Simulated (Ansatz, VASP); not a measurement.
## Two plane-wave programs on AlN

Contents of INCAR:

```
  PREC = Accurate
  ENCUT = 600
  EDIFF = 1E-6
  ISMEAR = 0
  SIGMA = 0.02
  LREAL = F
  LASPH = T
  NELM = 100
  ALGO = Normal
  ISIF = 3
  LWAVE = F
  LCHARG = F
  GGA = PE
  IBRION = 2
  NSW = 100
  EDIFFG = -0.01
```

Contents of KPOINTS:

```
regular mesh
0
Gamma
  10 10 10
```

POSCAR

```
AlN
1.0
    0.0000000000      2.0346741403      2.0346741403
    2.0346741403      0.0000000000      2.0346741403
    2.0346741403      2.0346741403      0.0000000000
Al N
1 1
Direct
    0.0000000000      0.0000000000      0.0000000000
    0.5000000000      0.5000000000      0.5000000000
```

Input for Ansatz:

```yaml
crystal:
  lattice:
    - [0.0, 2.0346741403, 2.0346741403]
    - [2.0346741403, 0.0, 2.0346741403]
    - [2.0346741403, 2.0346741403, 0.0]
  atoms:
    - { symbol: Al, position: [0.0, 0.0, 0.0] }
    - { symbol: "N", position: [0.5, 0.5, 0.5] }
basis:
  ecutwfc: 420
kpoints:
  mp_grid: { grid: [10, 10, 10] }
hamiltonian:
  xc: pbe
scf:
  occupations: { method: gaussian, width: 0.02 }
output:
  forces: true
  stress: true
  eigenvalues: true
relax:
  adjacent_minimum: "off"
  f_tol: 0.01
  max_steps: 80
  cell: { stress_tol: 0.05 }
```

Alike in both runs: task relaxation of cell and atoms; functional PBE; k mesh 10 × 10 × 10; occupations gaussian, width 0.02 eV; no spin polarisation.

|  | VASP | Ansatz |
| --- | --- | --- |
| version | VASP 6.6.1 | Ansatz 0.2.0 |
| potentials or method | VASP PAW PBE potentials, release 64 (Al, N) | scalar-relativistic, plane waves, PAW |
| plane-wave cutoff (eV) | 600 | 420 |
| valence electrons in the cell | 8 | 8 |

|  | VASP | Ansatz | Ansatz less VASP |
| --- | --- | --- | --- |
| gap on the k mesh at the Fermi level, each at its own relaxed structure (eV) | 4.44 | 4.44 | -0.001 |
| relaxed volume (Å³/atom) | 8.41 | 8.43 | +0.020 |
| relaxed cell length with the largest relative difference (Å) | 2.876 | 2.878 | +0.0023 |

A k mesh can miss the band edges.
